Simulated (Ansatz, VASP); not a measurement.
# HC60N3 in two plane-wave programs, part 2 of 2

Aim: how closely do two programs agree when they are given the same cell, functional and k mesh? The cell is taken from a series of runs on this material, whose earlier steps may have relaxed, scaled, displaced or heated it; both programs get it as it stands.

VASP 6.6.1 and Ansatz 0.2.0.

So far. Step 2 (VASP: single point, HSE06): The run ends at a pressure of -7.94 GPa, with forces up to 3.7 eV/Å.

## (3) Ansatz: single point, HSE06

Level of this step: Ansatz beside VASP: Kohn-Sham DFT, plane waves, HSE06 (Ansatz).

Ansatz runs on its default PAW (the set named soft_2) files.

The same cell, functional, mesh and smearing now go to Ansatz.

Contents of input.yaml:

```yaml
crystal:
  lattice:
    - [7.14316351, 0.0, 0.0]
    - [0.0, 7.14316351, 0.0]
    - [0.0, 0.0, 7.14316351]
  atoms:
    - { symbol: C, position: [-0.001560951, -0.001810493, 0.250277258] }
    - { symbol: C, position: [-0.001572775, 0.249638342, -0.001452247] }
    - { symbol: C, position: [0.249886098, -0.001824407, -0.001451234] }
    - { symbol: "N", position: [0.237428513, 0.237177615, 0.23723082] }
    - { symbol: C, position: [0.12583738, 0.125586583, 0.369091075] }
    - { symbol: C, position: [0.125275668, 0.3689811, 0.125322795] }
    - { symbol: C, position: [0.369232078, 0.125021935, 0.125322865] }
    - { symbol: C, position: [0.000413145, 0.000161681, 0.749443915] }
    - { symbol: C, position: [0.002933131, 0.252292973, 0.497311882] }
    - { symbol: C, position: [0.252544505, 0.002681623, 0.497311879] }
    - { symbol: C, position: [0.252543982, 0.25229248, 0.746925465] }
    - { symbol: C, position: [0.125267161, 0.125017133, 0.872951819] }
    - { symbol: C, position: [0.125833187, 0.380512087, 0.624022329] }
    - { symbol: C, position: [0.380764061, 0.1255831, 0.624021733] }
    - { symbol: C, position: [0.374869819, 0.37461837, 0.874932941] }
    - { symbol: C, position: [0.002416187, 0.497061213, 0.252545337] }
    - { symbol: C, position: [-0.000124271, 0.748948684, 0.00065779] }
    - { symbol: C, position: [0.251017777, 0.498017985, 0.001537799] }
    - { symbol: C, position: [0.251016653, 0.748069651, 0.251587887] }
    - { symbol: C, position: [0.125273908, 0.624282998, 0.380624508] }
    - { symbol: C, position: [0.124339431, 0.873270482, 0.125596429] }
    - { symbol: C, position: [0.376467589, 0.625591798, 0.124014361] }
    - { symbol: C, position: [0.374869559, 0.874671887, 0.374987273] }
    - { symbol: C, position: [-0.001559771, 0.499328235, 0.751417168] }
    - { symbol: C, position: [-0.001573701, 0.751057942, 0.499966471] }
    - { symbol: "N", position: [0.237422817, 0.512366125, 0.512426514] }
    - { symbol: C, position: [0.249886408, 0.751054885, 0.751428653] }
    - { symbol: C, position: [0.124339735, 0.624009687, 0.876336689] }
    - { symbol: C, position: [0.125267015, 0.876653601, 0.62458735] }
    - { symbol: C, position: [0.369228848, 0.624280582, 0.624580498] }
    - { symbol: C, position: [0.374778409, 0.874591648, 0.875011513] }
    - { symbol: C, position: [0.497313257, 0.002165532, 0.252546402] }
    - { symbol: C, position: [0.498268078, 0.250765974, 0.001538763] }
    - { symbol: C, position: [0.749200201, -0.000374162, 0.000657159] }
    - { symbol: C, position: [0.748321198, 0.250765264, 0.251588802] }
    - { symbol: C, position: [0.624533662, 0.125023479, 0.380626631] }
    - { symbol: C, position: [0.625838803, 0.376216275, 0.124017884] }
    - { symbol: C, position: [0.873522699, 0.124090315, 0.125594553] }
    - { symbol: C, position: [0.874922729, 0.374618321, 0.374987536] }
    - { symbol: C, position: [0.499578246, -0.001809486, 0.751416217] }
    - { symbol: "N", position: [0.512615342, 0.237176987, 0.512426045] }
    - { symbol: C, position: [0.751306241, -0.00182609, 0.499967501] }
    - { symbol: C, position: [0.751306908, 0.249634222, 0.751428915] }
    - { symbol: C, position: [0.624260764, 0.124088799, 0.876336648] }
    - { symbol: C, position: [0.624534095, 0.368977974, 0.624583334] }
    - { symbol: C, position: [0.876905135, 0.125014771, 0.624587158] }
    - { symbol: C, position: [0.87484002, 0.374529678, 0.875012859] }
    - { symbol: C, position: [0.508727195, 0.508479295, 0.241127106] }
    - { symbol: C, position: [0.498747609, 0.750640255, -0.001035162] }
    - { symbol: C, position: [0.750886253, 0.498497046, -0.001031812] }
    - { symbol: C, position: [0.750882939, 0.750631544, 0.251103114] }
    - { symbol: C, position: [0.625837813, 0.625586828, 0.373388446] }
    - { symbol: C, position: [0.624232879, 0.87591766, 0.125621514] }
    - { symbol: C, position: [0.876167324, 0.62398053, 0.125622076] }
    - { symbol: C, position: [0.874838389, 0.874588882, 0.375072047] }
    - { symbol: C, position: [0.497311985, 0.497059503, 0.74743796] }
    - { symbol: C, position: [0.498267969, 0.748068584, 0.498840465] }
    - { symbol: C, position: [0.748321147, 0.498017136, 0.498841186] }
    - { symbol: C, position: [0.749200725, 0.748948619, 0.749979405] }
    - { symbol: C, position: [0.624233077, 0.623983113, 0.873685636] }
    - { symbol: C, position: [0.624261342, 0.873270301, 0.625517777] }
    - { symbol: C, position: [0.873523354, 0.624012105, 0.625516016] }
    - { symbol: C, position: [0.874674597, 0.874423687, 0.87518193] }
    - { symbol: H, position: [0.410001518, 0.409765823, 0.339830775] }
basis:
  ecutwfc: 420
  xc_grid: 2
hamiltonian:
  xc: hse06
kpoints:
  mp_grid: { grid: [1, 1, 1] }
scf:
  occupations: { method: fermi_dirac, width: 0.01 }
  max_iter: 120
output:
  forces: true
checkpoint:
  read: "../relax.run"
```

Started as:

```sh
> ansatz run input.yaml --threads 4 --pin off --max-ram 7536MiB --backend cpu --events-out ev --progress --plain --runs-dir out
```

Output:

```text
Warning: the atoms were moved onto the symmetric positions of the space group found under crystal.symmetry.tolerance 1.0e-5 (fractional; no operation is sought that the atoms, as they stand in a round, miss by more than twice it, and no atom is moved by as much as it), and the run uses the moved positions. Before a round's move an operation carried an atom to 8.18e-5 Å from where it should land, the largest such dist [...]
[...]
preconditioner: auto → none  [insulator: Δε(μ)=5.136 eV  Ē_g=19.513 eV  σ=0.010 eV  W_gap=1.00  n_scr=92 (ndim 8)  ℏωp=31.1 eV  f_vac=0.000  D(μ)=0.00/eV (n_scr^D=0)]
SCF iter   2: F=—  HF=-16211.219340 eV  |F-HF|=—  |Δ(HF+E_count)|=   7.39e-2  Δρ=2.21e-3  dr2=1.40e-2  ethr=5.13e-6  ⟨swp⟩=5.0  Hψ=638  notcnv=0
SCF iter   3: F=—  HF=-16211.287615 eV  |F-HF|=—  |Δ(HF+E_count)|=   6.83e-2  Δρ=1.20e-3  dr2=2.48e-3  ethr=4.07e-6  ⟨swp⟩=6.0  Hψ=655  notcnv=0
SCF iter   4: F=—  HF=-16211.287025 eV  |F-HF|=—  |Δ(HF+E_count)|=   5.90e-4  Δρ=3.73e-4  dr2=4.38e-4  ethr=9.53e-7  ⟨swp⟩=3.0  Hψ=460  notcnv=0
SCF iter   5: F=—  HF=-16211.286969 eV  |F-HF|=—  |Δ(HF+E_count)|=   5.61e-5  Δρ=1.91e-4  dr2=1.70e-4  ethr=1.54e-7  ⟨swp⟩=3.0  Hψ=373  notcnv=0
SCF iter   6: F=—  HF=-16211.286947 eV  |F-HF|=—  |Δ(HF+E_count)|=   2.22e-5  Δρ=8.49e-5  dr2=9.48e-5  ethr=5.00e-8  ⟨swp⟩=3.0  Hψ=343  notcnv=0
SCF iter   7: F=—  HF=-16211.287877 eV  |F-HF|=—  |Δ(HF+E_count)|=   9.30e-4  Δρ=1.30e-4  dr2=8.22e-5  ethr=7.98e-9  ⟨swp⟩=5.0  Hψ=623  notcnv=0
SCF iter   8: F=-16211.287849 eV  HF=-16211.287854 eV  |F-HF|=4.78e-6  |Δ(HF+E_count)|=   2.31e-5  Δρ=4.20e-5  dr2=6.15e-6  ethr=7.98e-9  ⟨swp⟩=4.0  Hψ=422  notcnv=0
SCF 2 stopped early in 8 iterations: F = -16211.287849 eV  dr2 = 6.15e-6
  Residual-converged pass: ⟨swp⟩=3.0  Hψ=434  notcnv=0  max |occ|·‖R‖ = 5.5e-6 eV (tolerance 6.7e-6 eV)  dr2=6.17e-6  dr2_onsite=5.47e-8  max |Δocc| = 0.0e0
  greatest PAW one-centre occupation: 0.779 electrons in one spin orbital (limit 2), on the N atom at site 40 (counted from 0), in its partial waves of l = 0
hybrid outer 1: dexx = +7.685e-2 eV, tail = 4.45e-5 eV
Exchange kernel: α = 0.2500, screened, ω = 0.2079 Å⁻¹, Wigner–Seitz truncation, v(0) = 704.2316 eV·Å³, q-mesh 1×1×1, nearest image of the exchange supercell L = 7.14 Å, pair-density grid 45×45×45, without the augmentation charges, whose exchange is taken in its separable form (the finest that the files' search goes to)
Frozen-core exchange: fock
SCF iter   1: F=—  HF=-16211.286870 eV  |F-HF|=—  |Δ(HF+E_count)|=         —  Δρ=2.34e-5  dr2=1.16e-6  ethr=8.69e-8  ⟨swp⟩=7.0  Hψ=543  notcnv=0
preconditioner: auto → none  [insulator: Δε(μ)=5.170 eV  Ē_g=19.527 eV  σ=0.010 eV  W_gap=1.00  n_scr=92 (ndim 8)  ℏωp=31.1 eV  f_vac=0.000  D(μ)=0.00/eV (n_scr^D=0)]
SCF iter   2: F=—  HF=-16211.286870 eV  |F-HF|=—  |Δ(HF+E_count)|=   1.03e-7  Δρ=8.28e-6  dr2=1.38e-7  ethr=3.32e-10  ⟨swp⟩=3.0  Hψ=441  notcnv=0
SCF iter   3: F=—  HF=-16211.286871 eV  |F-HF|=—  |Δ(HF+E_count)|=   6.58e-7  Δρ=6.06e-6  dr2=9.41e-8  ethr=2.65e-11  ⟨swp⟩=7.0  Hψ=612  notcnv=0
SCF iter   4: F=-16211.286871 eV  HF=-16211.286871 eV  |F-HF|=1.05e-9  |Δ(HF+E_count)|=   2.51e-8  Δρ=1.37e-6  dr2=3.29e-9  ethr=2.65e-11  ⟨swp⟩=3.0  Hψ=387  notcnv=0
SCF 3 converged in 4 iterations: F = -16211.286871 eV  dr2 = 3.29e-9
  Residual-converged pass: ⟨swp⟩=3.0  Hψ=324  notcnv=0  max |occ|·‖R‖ = 1.9e-6 eV (tolerance 2.5e-6 eV)  dr2=3.32e-9  dr2_onsite=1.49e-10  max |Δocc| = 0.0e0
hybrid outer 2: dexx = +7.354e-7 eV, tail = 8.86e-9 eV, Δε = 9.68e-4 eV (about 1.57e-5 eV left of the loop's levels), ΔF = 1.77e-3 eV/Å (tail 1.62e-4)
hybrid SCF converged: 2 outer / 12 inner (+3 warm-up), last move |dexx| = 7.35e-7 eV, tail = 8.86e-9 eV
Stability not checked: this state was not tested for a lower state beside it, because the functional holds exact exchange (a hybrid, or Hartree-Fock), whose exchange loop this test does not read (fock_operator; see scf.lower_state_search)
Free energy (F): -16211.286871 eV
Frozen-core exchange: fock
Harris-Foulkes:  -16211.286871 eV  (|F-HF|=1.05e-9)
Internal energy: -16211.286871 eV  (E = F + TS)
E sigma→0 (E₀):  -16211.286871 eV
Fermi energy:    15.195031 eV
--- Per-component energies (eV) ---
  E_band       = 649.517208
  E_kinetic    = 5942.678927
  E_local      = -4259.595048  (includes V_loc(G=0)·N_el)
  E_nonlocal   = 1697.800521
  E_hartree    = 980.802448
  E_xc         = -2516.026198
  E_vxc        = -3096.129676  (∫ρ·V_xc dr)
  E_exx        = -591.457375  (= α·E_x^exact, valence–valence)
  E_paw        = -6335.703021  (= ΣΔE_a)
  E_vpaw       = -413.928168  (= ΣTr[D̂ρ^β])
  E_aug_tail   = -0.000256  (compensation charges beyond the density's cutoff)
  E_ewald      = -11128.687333
  E_core_change = -1.099535  (= ΣΔE_core)
  E_smearing   = -0.000000  (= −TS)
  E_closure    = -0.000001  (closes the sum)
  Σ components = -16211.286871   (vs F -16211.286871, Δ=0.00e0)
--- Forces (eV/Å), atoms counted from 1 ---
  atom   1  C      0.00506449     0.00515713     0.00849805
  atom   2  C      0.00341794    -0.00530950     0.00893224
  atom   3  C     -0.00507448     0.00362397     0.00867263
  atom   4  N     -0.05170622    -0.05262317     0.02732336
  atom   5  C     -0.04558999    -0.04559085     0.00648750
  atom   6  C     -0.01287619     0.03155340    -0.02328681
  atom   7  C      0.03152518    -0.01237878    -0.02323572
  atom   8  C     -0.00269516    -0.00251365     0.00251365
  atom   9  C      0.00649707     0.00012737    -0.00012737
  atom  10  C      0.00018640     0.00690977    -0.00020844
  atom  11  C      0.00018640     0.00020844    -0.00690977
  atom  12  C     -0.00141362    -0.00145487    -0.00339882
  atom  13  C     -0.04558999    -0.00648750     0.04559085
  atom  14  C     -0.00669756    -0.04517528     0.04517528
  atom  15  C      0.00177793     0.00170917     0.01292620
  atom  16  C     -0.00502732    -0.00561105     0.00561105
  atom  17  C      0.00201143    -0.00099659     0.00099659
  atom  18  C      0.01461956    -0.00140994     0.00294604
  atom  19  C      0.01461956    -0.00294604     0.00140994
  atom  20  C     -0.01287619     0.02328681    -0.03155340
  atom  21  C     -0.00400340    -0.00227800     0.00576651
  atom  22  C      0.07390842    -0.03261625     0.03261625
  atom  23  C      0.00177793    -0.01292620    -0.00170917
  atom  24  C      0.00506449    -0.00849805    -0.00515713
[...]
atom  57  C     -0.00153058    -0.00299377    -0.01461964
  atom  58  C     -0.00359032    -0.00155014    -0.01492980
  atom  59  C     -0.00106025    -0.00089238    -0.00191364
  atom  60  C      0.00056139     0.00063065     0.00729748
  atom  61  C     -0.00596877    -0.00234185     0.00374364
  atom  62  C     -0.00269512    -0.00617296     0.00402162
  atom  63  C     -0.00172948    -0.00185093     0.00185093
  atom  64  H      2.17138177     2.17057900    -2.17057900
  max |Σ_I F_I| component: 5.79e-5 eV/Å
--- Band table (eV) ---
  k-point 0: bands = ["-11.4007", "-9.6905", "-9.6905", "-9.1564", "-8.7034", "-8.7034", "-8.4298", "-7.4386", "-7.4386", "-6.7820", "-6.3844", "-6.3844", "-6.3550", "-6.3262", "-6.3262", "-6.2264", "-6.1625", "-6.1625", "-5.7935", "-5.1819", "-5.1652", "-5.1652", "-4.7399", "-2.4183", "-2.4183", "-2.2553", "-2.2120", "-2.2120", "-2.1660", "-1.8498", "-1.8498", "-1.6262", "-1.4470", "-1.3061", "-1.3061", "-1.1696", " [...]
  guard bands above this table: 63 of the run's 192 bands. The solve was not asked for them (output.publish_guard_bands: true or output.eigenvalues: true publishes all)
```

## (4) Differences

Known differences besides the potentials themselves: exact exchange at q = 0 is treated differently, which shows on coarse meshes; VASP keeps PBE cores, Ansatz makes them for the functional; the cutoff is 420 eV in Ansatz and 520 eV in VASP (PREC = Accurate, projectors in real space); VASP takes a coarser grid for exact exchange (PRECFOCK = Fast). Total energies have different zeros and are not compared.

Compared:

```tsv
quantity	Ansatz	VASP	difference
gap on the k mesh (eV)	5.170	5.217	-0.047
```

Forces on 8 of the 64 atoms, those with the largest forces and the largest differences (eV/Å; atoms numbered as in POSCAR):

```tsv
atom	Ansatz x, y, z	VASP x, y, z
C4	-0.046, -0.046, 0.006	-0.051, -0.054, 0.035
C12	-0.046, -0.006, 0.046	-0.054, -0.039, 0.047
C13	-0.007, -0.045, 0.045	-0.039, -0.052, 0.045
C21	0.074, -0.033, 0.033	0.064, -0.039, 0.030
C35	-0.032, 0.074, 0.032	-0.040, 0.063, 0.031
C45	-2.088, -2.088, 2.088	-2.092, -2.092, 2.087
C49	-0.032, -0.032, -0.074	-0.037, -0.033, -0.055
H64	2.171, 2.171, -2.171	2.150, 2.150, -2.148
```

The forces differ by 9.0 meV/Å r.m.s., which is 2.4 % of the r.m.s. force of 0.375 eV/Å (both taken over all components). A gap on the mesh is an upper bound, since the band edges may lie between its points.

## (5) Outcome

| Quantity | Value |
| --- | --- |
| r.m.s. force difference (single point, HSE06) | 2.4 % of the r.m.s. force |
| difference in gap on the k mesh (single point, HSE06) | -0.047 eV |

In words: The r.m.s. force difference is 2.4 % of the r.m.s. force (single point, HSE06), within the 3 % picked in this series as the mark of a large difference. Such differences can come from data sets, numerical settings and the points named under the comparisons, not from the functional's error against experiment.

[Lines on the potential files, build, host, timing and source positions are cut from VASP's logs without a mark.]

[Logs are printed without paths, hosts, clocks, repeated set-up lines and the standing remarks that a program may print on its own settings, such as how far it seeks lower states.]

[Hosts, paths, dates, database ids (printed as entryN), source tags and the programs' standing remarks are cut or masked in the printed files.]
